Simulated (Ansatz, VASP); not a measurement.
## HfO2: VASP beside Ansatz

File INCAR:

```
SYSTEM = HfO2
ALGO = Normal
EDIFF = 1E-6
ENCUT = 520
GGA = PE
ISIF = 2
ISMEAR = 0
LASPH = .TRUE.
LCHARG = .FALSE.
LREAL = .FALSE.
LWAVE = .FALSE.
NBANDS = 18
NELM = 100
PREC = Accurate
SIGMA = 0.014
```

KPOINTS

```
k-points
0
G
  9 9 9
  0 0 0
```

Contents of POSCAR:

```
HfO2
1.0
    0.0000000000      2.5575000000      2.5575000000
    2.5575000000      0.0000000000      2.5575000000
    2.5575000000      2.5575000000      0.0000000000
Hf O
1 2
Direct
    0.0000000000      0.0000000000      0.0000000000
    0.7500000000      0.7500000000      0.7500000000
    0.2500000000      0.2500000000      0.2500000000
```

input.yaml

```yaml
crystal:
  lattice:
    - [0.0, 2.5575, 2.5575]
    - [2.5575, 0.0, 2.5575]
    - [2.5575, 2.5575, 0.0]
  atoms:
    - { symbol: Hf, position: [0.0, 0.0, 0.0] }
    - { symbol: O, position: [0.75, 0.75, 0.75] }
    - { symbol: O, position: [0.25, 0.25, 0.25] }
hamiltonian:
  xc: pbe
  pseudopotentials: { kind: paw }
kpoints:
  mp_grid: { grid: [9, 9, 9] }
scf:
  occupations: { method: gaussian, width: 0.014 }
output:
  forces: true
  stress: true
  eigenvalues: true
  write_density: true
  write_potential: true
  elf: true
  volumetric_format: npy
```

Measurements of this composition are mostly on another form, of space group No. 14.

Alike in both runs: task single point; functional PBE; k mesh 9 × 9 × 9; occupations gaussian, width 0.014 eV; no spin polarisation.

```csv
,VASP,Ansatz
version,VASP 6.6.1,Ansatz 0.2.0
potentials or method,"VASP PAW PBE potentials, release 64 (Hf_pv, O)",Ansatz PAW
plane-wave cutoff (eV),520,420
valence electrons in the cell,22,38
```

```tsv
	VASP	Ansatz	Ansatz less VASP
gap on the k mesh at the Fermi level (eV)	3.84	3.83	-0.008
least direct gap on the mesh (eV)	3.95	3.94	-0.008
pressure (GPa)	-6.0	-2.5	+3.53
```

The two sets of potentials don't hold the same shells in valence.

Caveats: spin-orbit coupling is left out, which moves the levels of the heavy elements; an odd mesh through Γ misses points on the zone boundary, where band edges often lie (VASP); odd divisions of the mesh miss points on the zone boundary, where band edges often lie, so the gap on the mesh can be too wide (Ansatz); the pressure holds a Pulay correction of +0.9 GPa for the finite cutoff (Ansatz). PBE gaps usually lie below the measured ones, often by a third to a half.
